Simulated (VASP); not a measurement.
# CH4 in VASP: a series of runs

Aim: see how the results for CH4 move with the level of theory and the settings. Levels: PBE, LDA. Tasks: single point, relaxation of the atoms.

All numbers are computed with VASP 6.6.1; they aren't measurements. Logs are shortened: lines on timing, memory, paths and dates and some standing lists are left out, and cuts for length are marked.

## Step 1: The structure

The cell holds a molecule in a box, 5 atoms: a = 12.000 Å, b = 12.500 Å, c = 13.000 Å, α = 90.00°, β = 90.00°, γ = 90.00°.

## Step 2: Single point, PBE

Input file INCAR:

```
SYSTEM = H4C
  PREC = Accurate
  ENCUT = 520
  EDIFF = 1E-6
  ISMEAR = 0
  SIGMA = 0.01
  LREAL = .FALSE.
  LASPH = .TRUE.
  NELM = 100
  ALGO = Normal
  ISIF = 2
  LWAVE = .FALSE.
  LCHARG = .FALSE.
  GGA = PE
  NBANDS = 12
```

Input file KPOINTS:

```
regular mesh
0
G
  1 1 1
  0 0 0
```

Input file POSCAR:

```
H4C
1.0
   12.0000000000      0.0000000000      0.0000000000
    0.0000000000     12.5000000000      0.0000000000
    0.0000000000      0.0000000000     13.0000000000
C H
1 4
Direct
    0.4784921119      0.5000000000      0.4719233619
    0.4784930278      0.5000000000      0.5561667405
    0.5645363454      0.5000000000      0.4438421113
    0.4354708334      0.5715363273      0.4438415854
    0.4354708334      0.4284636727      0.4438415854
```

Potentials or basis: VASP PAW PBE potentials, release 64 (C, H).

The run is started by

```sh
cat potpaw_PBE.64/C/POTCAR potpaw_PBE.64/H/POTCAR > POTCAR
mpirun -np 1 vasp_gam > vasp.out
```

OUTCAR:

```text
SYSTEM = H4C
   PREC = Accurate
   ENCUT = 520
   EDIFF = 1E-6
   ISMEAR = 0
   LREAL = .FALSE.
   LASPH = .TRUE.
   NELM = 100
   ISIF = 2
   GGA = PE

 ion  position               nearest neighbor table
   1  0.478  0.500  0.472-   2 1.10   3 1.10   4 1.10   5 1.10
   2  0.478  0.500  0.556-   1 1.10
   3  0.565  0.500  0.444-   1 1.10
   4  0.435  0.572  0.444-   1 1.10
   5  0.435  0.428  0.444-   1 1.10

  LATTYP: Found a simple orthorhombic cell.
 ALAT       =    12.0000000000
 B/A-ratio  =     1.0416666667
 C/A-ratio  =     1.0833333333

  Lattice vectors:

 A1 = (  12.0000000000,   0.0000000000,   0.0000000000)
 A2 = (   0.0000000000,  12.5000000000,   0.0000000000)
 A3 = (   0.0000000000,   0.0000000000,  13.0000000000)

Analysis of symmetry for initial positions (statically):
=====================================================================
 Subroutine PRICEL returns:
 Original cell was already a primitive cell.

 Routine SETGRP: Setting up the symmetry group for a
 simple orthorhombic supercell.

 Subroutine GETGRP returns: Found  2 space group operations
 (whereof  2 operations were pure point group operations)
 out of a pool of  8 trial point group operations.

The static configuration has the point symmetry C_1h.

Analysis of symmetry for dynamics (positions and initial velocities):
=====================================================================
 Subroutine PRICEL returns:
 Original cell was already a primitive cell.

 Routine SETGRP: Setting up the symmetry group for a
 simple orthorhombic supercell.

 Subroutine GETGRP returns: Found  2 space group operations
 (whereof  2 operations were pure point group operations)
 out of a pool of  8 trial point group operations.

The dynamic configuration has the point symmetry C_1h.

 Subroutine INISYM returns: Found  2 space group operations
 (whereof  2 operations are pure point group operations),
 and found     1 'primitive' translations

----------------------------------------------------------------------------------------

                                     Primitive cell

  volume of cell :    1950.0000

  direct lattice vectors                    reciprocal lattice vectors
    12.000000000  0.000000000  0.000000000     0.083333333  0.000000000  0.000000000
     0.000000000 12.500000000  0.000000000     0.000000000  0.080000000  0.000000000
[... 71 lines left out ...]
   IBRION =     -1    ionic relax: 0-MD 1-quasi-New 2-CG
   NFREE  =      0    steps in history (QN), initial steepest desc. (CG)
   ISIF   =      2    stress and relaxation
   ISYM   =      2    0-nonsym 1-usesym 2-fastsym
   POTIM  = 0.5000    time-step for ionic-motion
   TEBEG  =    0.0;   TEEND  =   0.0 temperature during run
   PSTRESS=    0.0 pullay stress
   NELECT =       8.0000    total number of electrons
   NUPDOWN=      -1.0000    fix difference up-down
   EMIN   =  10.00;   EMAX   =-10.00  energy-range for DOS
   EFERMI =   0.00;   METHOD = LEGACY
   ISMEAR =     0;   SIGMA  =   0.01  broadening in eV -4-tet -1-fermi 0-gaus
   EFERMI_NEDOS =   21; number of points for ismear=-14 and -15
   IALGO  =     38    algorithm
   IMIX   =      4    mixing-type and parameters
     AMIX     =   0.40;   BMIX     =  1.00
     AMIX_MAG =   1.60;   BMIX_MAG =  1.00
  volume/ion in A,a.u.               =     390.00      2631.85
  Fermi-wavevector in a.u.,A,eV,Ry     =   0.262076  0.495251  0.934498  0.068684
  Thomas-Fermi vector in A             =   1.091609
   LORBIT       =      0    0 simple, 1 ext, 2 COOP (PROOUT), +10 PAW based schemes
   GGA     = PE    functional components
   LHFCALC =     F    Hartree Fock is set to
   AEXX    =    0.0000 exact exchange contribution
   IVDW    =     0    specifies the selected vdW correction
   LEPSILON=     F    determine dielectric tensor
   LRPA    =     F    only Hartree local field effects (RPA)
 non-spin polarized calculation
 Gauss-broadening in eV      SIGMA  =   0.01
  energy-cutoff  :      520.00
  volume of cell :     1950.00
 maximum number of plane-waves:     26244
 NGX is ok and might be reduce to    90
   NGX = 45   NGY = 47   NGZ = 49

 number of electron       7.9999998 magnetization

 Free energy of the ion-electron system (eV)
  ---------------------------------------------------
  ext. energy  EPLUGINS =         0.00000000
  ---------------------------------------------------
  free energy    TOTEN  =       -24.04153980 eV

  energy without entropy =      -24.04153980  energy(sigma->0) =      -24.04153980

 E-fermi :  -9.2642     XC(G=0):  -0.3725

 val. band max:       -9.3545726298   @ k =   0.0000   0.0000   0.0000
 cond. band min:      -0.4469935335   @ k =   0.0000   0.0000   0.0000
 fundamental gap:      8.9075790963
 Fermi energy:        -9.2641902864

 k-point     1 :       0.0000    0.0000    0.0000
  band No.  band energies     occupation
      1     -16.9524      2.00000
      2      -9.3547      2.00000
      3      -9.3547      2.00000
      4      -9.3546      2.00000
      5      -0.4470      0.00000
      6       0.4724      0.00000
      7       0.6303      0.00000
      8       0.6868      0.00000
      9       0.7471      0.00000
     10       0.8335      0.00000
     11       0.8976      0.00000
     12       1.5029      0.00000

------------------------ aborting loop because EDIFF is reached ----------------------------------------

  FORCE on cell =-STRESS in cart. coord.  units (eV):
  Direction    XX          YY          ZZ          XY          YZ          ZX
  --------------------------------------------------------------------------------------
  -------------------------------------------------------------------------------------
  Total       -0.0287875     -0.0289746     -0.0294078      0.0000000      0.0000000     -0.0000345
  in kB       -0.0236527     -0.0238064     -0.0241623      0.0000000      0.0000000     -0.0000284
  external PRESSURE =      -0.0238738 kB  Pullay stress =       0.0000000 kB

 VOLUME and BASIS-vectors are now :
 -----------------------------------------------------------------------------
  energy-cutoff  :      520.00
  volume of cell :     1950.00
      direct lattice vectors                 reciprocal lattice vectors
    12.000000000  0.000000000  0.000000000     0.083333333  0.000000000  0.000000000
     0.000000000 12.500000000  0.000000000     0.000000000  0.080000000  0.000000000
     0.000000000  0.000000000 13.000000000     0.000000000  0.000000000  0.076923077

 POSITION                                       TOTAL-FORCE (eV/Angst)
 -----------------------------------------------------------------------------------
      5.74191      6.25000      6.13500         0.000027      0.000000     -0.000082
      5.74192      6.25000      7.23017         0.000016      0.000000      0.024410
      6.77444      6.25000      5.76995         0.022963      0.000000     -0.008110
      5.22565      7.14420      5.76994        -0.011504      0.019916     -0.008109
      5.22565      5.35580      5.76994        -0.011504     -0.019916     -0.008109
 -----------------------------------------------------------------------------------
    total drift:                                0.000094     -0.000000     -0.000048

  FREE ENERGIE OF THE ION-ELECTRON SYSTEM (eV)
  ---------------------------------------------------
  free  energy   TOTEN  =       -24.0415397971 eV

  energy  without entropy=      -24.0415397971  energy(sigma->0) =      -24.04153980
```

OSZICAR:

```text
N       E                     dE             d eps       ncg     rms          rms(c)
DAV:   1     0.599864026464E+02    0.59986E+02   -0.14056E+03    32   0.290E+02
DAV:   2    -0.481745449143E+01   -0.64804E+02   -0.64607E+02    40   0.546E+01
DAV:   3    -0.258776507057E+02   -0.21060E+02   -0.21005E+02    32   0.501E+01
[... 15 lines left out ...]
DAV:  19    -0.240415209311E+02   -0.23990E-04   -0.17999E-06    32   0.693E-03    0.199E-03
DAV:  20    -0.240415337712E+02   -0.12840E-04   -0.30549E-07    24   0.227E-03    0.682E-04
DAV:  21    -0.240415372964E+02   -0.35251E-05   -0.17354E-07    24   0.167E-03    0.311E-04
DAV:  22    -0.240415391381E+02   -0.18417E-05   -0.17173E-08    28   0.564E-04    0.183E-04
DAV:  23    -0.240415397971E+02   -0.65903E-06   -0.16763E-09    32   0.193E-04
   1 F= -.24041540E+02 E0= -.24041540E+02  d E =-.494315E-37
```

stdout:

```text
POSCAR found type information on POSCAR C H
 POSCAR found :  2 types and       5 ions
 scaLAPACK will be used
 LDA part: xc-table for (Slater+PW92), standard interpolation
 POSCAR, INCAR and KPOINTS ok, starting setup
 FFT: planning ... GRIDC
 FFT: planning ... GRID_SOFT
 FFT: planning ... GRID
 WAVECAR not read
 entering main loop
```

Wall time 3.4 min (1 thread of Intel Xeon Platinum 8488C (Sapphire Rapids), shared host); peak memory 1.3 GiB.

Results:

| Property | Result |
| --- | --- |
| Free energy | -24.0415 eV |
| Largest force | 0.024 eV/Å |
| Gap between the frontier levels | 8.91 eV |

Forces in eV/Å, atoms in the order of the input:
```
C    0.000  0.000  0.000
H    0.000  0.000  0.024
H    0.023  0.000 -0.008
H   -0.012  0.020 -0.008
H   -0.012 -0.020 -0.008
```

## Step 3: Relaxation of the atoms, PBE

Input file INCAR:

```
ALGO = Normal ; EDIFF = 1E-6
EDIFFG = -0.003 ; ENCUT = 520
GGA = PE ; IBRION = 2
ISIF = 2 ; ISMEAR = 0
LASPH = True ; LCHARG = False
LREAL = False ; LWAVE = False
NELM = 100 ; NSW = 100
PREC = Accurate ; SIGMA = 0.01
```

Input file KPOINTS:

```
k-points
0
Gamma
  1 1 1
```

Input file POSCAR:

```
H4C
1.0
   12.0000000000      0.0000000000      0.0000000000
    0.0000000000     12.5000000000      0.0000000000
    0.0000000000      0.0000000000     13.0000000000
C H
1 4
Direct
    0.4784925574      0.5000003034      0.4719230769
    0.4784925574      0.5000003034      0.5561538462
    0.5645230574      0.5000003034      0.4438461538
    0.4354769426      0.5715245157      0.4438461538
    0.4354780372      0.4284754843      0.4438461538
```

Potentials or basis: VASP PAW PBE potentials, release 64 (C, H).

The run is started by

```sh
cat potpaw_PBE.64/C/POTCAR potpaw_PBE.64/H/POTCAR > POTCAR
mpirun -np 1 vasp_gam > vasp.out
```

Wall time 4.7 min (1 thread of Intel Xeon Platinum 8488C (Sapphire Rapids), shared host); peak memory 1.4 GiB.

The run converged. Its results:

```yaml
Free_energy: -24.0416 eV
Energy_gained_by_relaxing: 0.0 meV/atom
Ionic_steps: 3
Gap_between_the_frontier_levels: 8.91 eV
```

Final structure:
```
CELL_PARAMETERS angstrom
12.00000 0.00000 0.00000
0.00000 12.50000 0.00000
0.00000 0.00000 13.00000
ATOMIC_POSITIONS crystal
C 0.47849 0.50000 0.47192
H 0.47849 0.50000 0.55622
H 0.56460 0.50000 0.44382
H 0.43544 0.57159 0.44382
H 0.43544 0.42841 0.44382
```

Levels at points of the mesh, in eV from the valence-band top:
```csv
k point,band 1,band 2,band 3,band 4,band 5,band 6,band 7,band 8
"(0.00, 0.00, 0.00)",-7.59,0.00,0.00,0.00,8.91,9.85,9.99,10.04
```

## Step 4: Single point, LDA

Input file INCAR:

```
SYSTEM = H4C
  PREC = Accurate
  ENCUT = 520
  EDIFF = 1E-6
  ISMEAR = 0
  SIGMA = 0.01
  LREAL = .FALSE.
  LASPH = .TRUE.
  NELM = 60
  ALGO = Fast
  ISIF = 2
  LWAVE = .FALSE.
  LCHARG = .FALSE.
  GGA = CA
  NBANDS = 12
```

Input file KPOINTS:

```
regular mesh
0
G
  1 1 1
  0 0 0
```

Input file POSCAR:

```
H4C
1.0
   12.0000000000      0.0000000000      0.0000000000
    0.0000000000     12.5000000000      0.0000000000
    0.0000000000      0.0000000000     13.0000000000
C H
1 4
Direct
    0.4784910230      0.5000000000      0.4719235551
    0.4784937233      0.5000000000      0.5562672781
    0.5646386048      0.5000000000      0.4438089837
    0.4354199004      0.5716224765      0.4438077838
    0.4354199004      0.4283775235      0.4438077838
```

Potentials or basis: VASP PAW LDA potentials, release 64 (C, H).

The run is started by

```sh
cat potpaw_LDA.64/C/POTCAR potpaw_LDA.64/H/POTCAR > POTCAR
mpirun -np 1 vasp_gam > vasp.out
```

Wall time 2.2 min (1 thread of Intel Xeon Platinum 8488C (Sapphire Rapids), shared host); peak memory 0.98 GiB.

Results (log left out):

| Quantity | Value |
| --- | --- |
| Free energy | -24.7921 eV |
| Largest force | 0.049 eV/Å |
| Gap between the frontier levels | 8.95 eV |

Forces on the atoms (eV/Å):
```
C    0.000  0.000  0.000
H    0.000  0.000  0.049
H    0.046  0.000 -0.016
H   -0.023  0.040 -0.016
H   -0.023 -0.040 -0.016
```

Levels at points of the mesh, in eV from the valence-band top:
```csv
k point,band 2,band 3,band 4,band 5,band 6,band 7
"(0.00, 0.00, 0.00)",0.00,0.00,0.00,8.95,9.83,10.02
```

LDA gaps usually lie below the measured ones, often by a third to a half.

## Step 5: Overview

| task | level | potentials or basis | cell | gap on the mesh (eV) | largest force (eV/Å) |
| --- | --- | --- | --- | --- | --- |
| single point | PBE | VASP PAW PBE potentials, release 64 (C, H) | as given | 8.91 | 0.02 |
| relaxation of the atoms | PBE | VASP PAW PBE potentials, release 64 (C, H) | atoms relaxed | 8.91 | - |
| single point | LDA | VASP PAW LDA potentials, release 64 (C, H) | as given | 8.95 | 0.05 |

Alike in all rows: no spin polarisation; k mesh 1 × 1 × 1; cutoff (eV) 520; smearing gaussian 0.01 eV.

Absolute energies hang on the potentials; compare differences alone.
